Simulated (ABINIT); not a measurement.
Wanted: the native input for an ABINIT 10.8.3 (patched build) run.

```yaml
Task: single point
Functional: PBEsol
Potentials_or_basis: JTH PAW PBE v2.0
Cutoff: 517 eV
k_mesh: 10 × 10 × 10
Occupations: fermi-dirac, width 0.05 eV
Spin: no spin polarisation
Hubbard_terms: Hf d U = 0 eV
Double_counting_usepawu: 1
Fine-grid_cutoff: 1034.03 eV
```

Crystal: HfC.

```
CELL_PARAMETERS angstrom
0.00000 2.32500 2.32500
2.32500 0.00000 2.32500
2.32500 2.32500 0.00000
ATOMIC_POSITIONS crystal
Hf 0.50000 0.50000 0.50000
C 0.00000 0.00000 0.00000
```

One way to write it, as run:

run.abi

```
# Pseudopotentials
pp_dirpath "./"
pseudos "Hf.GGA_PBE-JTH.xml, C.GGA_PBE-JTH.xml"

# Structure
acell 3.2880465325 3.2880465325 3.2880465325 Angstrom
rprim
     0.0000000000     0.7071067812     0.7071067812
     0.7071067812     0.0000000000     0.7071067812
     0.7071067812     0.7071067812     0.0000000000
ntypat 2
znucl 72 6
natom 2
typat 1 2
xred
     0.5000000000     0.5000000000     0.5000000000
     0.0000000000     0.0000000000     0.0000000000

# Plane-wave basis
ecut 19.0
pawecutdg 38.0
pawxcdev 0

# k points
kptopt 1
ngkpt 10 10 10
nshiftk 1
shiftk 0.0 0.0 0.0

# Exchange and correlation
ixc -116133

# Bands and occupations
nband 12
occopt 3
tsmear 0.00183747

# DFT+U
usepawu 1
lpawu 2 -1
upawu 0.0 0.0 eV
jpawu 0.0 0.0 eV

# SCF cycle
nstep 100
tolvrs 1.0e-9

# Output
iomode 3
prtwf 0
prtden 0
prteig 0
prtebands 0
enunit 2
```

Potentials or basis: JTH PAW PBE v2.0.

The run is started by

```console
$ abinit run.abi > log 2>&1
```

It gave:

* Pressure: -6.5 GPa
* Band gap on the k mesh: none (metal or under the smearing width)
* Valence electrons inside the program's atomic spheres: Hf 9.61; C 2.41

Caveat: the PAW data sets were made with another functional, which shifts forces and pressure a little; U without spin polarisation on a metal has little footing; the U is typed as a test and isn't derived for this compound.

It took 9.8 s on 1 thread of AMD EPYC 9R45 96-Core Processor (Zen 5) (shared host), peak memory 0.11 GiB.
